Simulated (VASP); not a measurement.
The system is ZnSe (Stilleite).

```
Se Zn
1.0
     0.00000    2.83380    2.83380
     2.83380    0.00000    2.83380
     2.83380    2.83380    0.00000
Se Zn
1 1
Direct
  0.75000 0.75000 0.75000
  0.00000 0.00000 0.00000
```

* Program: VASP 6.6.1
* Task: single point
* Functional: PBE
* Potentials or basis: VASP PAW PBE potentials, release 64 (Se, Zn)
* Cutoff: 520 eV
* k mesh: 8 × 8 × 8
* Occupations: fermi-dirac, width 0.05 eV
* Spin: no spin polarisation

On this cell: pressure 2.3 GPa; largest force zero by symmetry; band gap on the k mesh 1.29 eV, direct.

The same run follows on a disturbed copy (atoms moved at random, drawn with an rms of 0.05 Å):

```
CELL_PARAMETERS angstrom
0.00000 2.83380 2.83380
2.83380 0.00000 2.83380
2.83380 2.83380 0.00000
ATOMIC_POSITIONS crystal
Se 0.74923 0.75242 0.74879
Zn 0.99080 0.99135 0.00787
```

Q: What does the disturbed cell give?

A: The energy moves by +4.4 meV/atom; pressure 2.4 GPa; largest force 0.316 eV/Å; band gap on the k mesh 1.23 eV, direct.

Forces in eV/Å, atoms in the order of the input:
```
Se  -0.030  0.004 -0.314
Zn   0.030 -0.004  0.314
```

Stress tensor (GPa, compression positive):
```
 2.44  1.14 -0.02
 1.14  2.44  0.11
-0.02  0.11  2.36
```

